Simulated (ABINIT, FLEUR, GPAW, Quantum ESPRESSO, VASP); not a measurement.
HfO2: 5 runs at one level of theory

```
CELL_PARAMETERS angstrom
3.55802 0.00000 0.00000
0.00000 3.55802 0.00000
0.00000 0.00000 5.17186
ATOMIC_POSITIONS crystal
Hf 0.00000 0.00000 0.00000
Hf 0.50000 0.50000 0.50000
O 0.00000 0.50000 0.19721
O 0.50000 0.00000 0.30279
O 0.50000 0.00000 0.80279
O 0.00000 0.50000 0.69721
```

Measurements of this composition are mostly on another form, of space group No. 14.

Alike in all runs: task single point; functional PBE; k mesh 8 × 8 × 5; occupations fermi-dirac, width 0.05 eV; no spin polarisation; no spin-orbit coupling. Pressure is positive in compression and, in plane waves, holds the error of the finite cutoff.

| program and potentials | plane-wave cutoff (eV) | notes | pressure (GPa) | largest force (eV/Å) |
| --- | --- | --- | --- | --- |
| ABINIT, JTH PAW PBE v2.0 | 626 | 8 valence electrons an atom on average | 6.83 | 0.133 |
| FLEUR, all-electron, FLAPW | - | - | - | 0.138 |
| VASP, PBE PAW files Hf_pv, O, 520 eV | 520 | 7.33 valence electrons an atom on average | 6.53 | 0.099 |
| Quantum ESPRESSO, SSSP 1.3 efficiency PBE | 816 | 8 valence electrons an atom on average | 7.86 | 0.081 |
| GPAW, GPAW PAW data sets (gpaw-data 1.2.1) | 800 | 8 valence electrons an atom on average | 10.51 | 0.264 |

Force on atom 3 (O), eV/Å:

```tsv
program and potentials	x	y	z
ABINIT, JTH PAW PBE v2.0	0.000	0.000	0.133
FLEUR, all-electron, FLAPW	0.000	0.000	0.138
VASP, PBE PAW files Hf_pv, O, 520 eV	0.000	0.000	0.099
Quantum ESPRESSO, SSSP 1.3 efficiency PBE	0.000	0.000	0.081
GPAW, GPAW PAW data sets (gpaw-data 1.2.1)	0.000	0.000	0.264
```

The pressure spans 6.53 (VASP, PBE PAW files Hf_pv, O, 520 eV) to 10.51 GPa (GPAW, GPAW PAW data sets (gpaw-data 1.2.1)).

The functional is the same throughout but for its coding, so the spread measures potentials, basis and numerics; runs on potential files found faulty are left out.
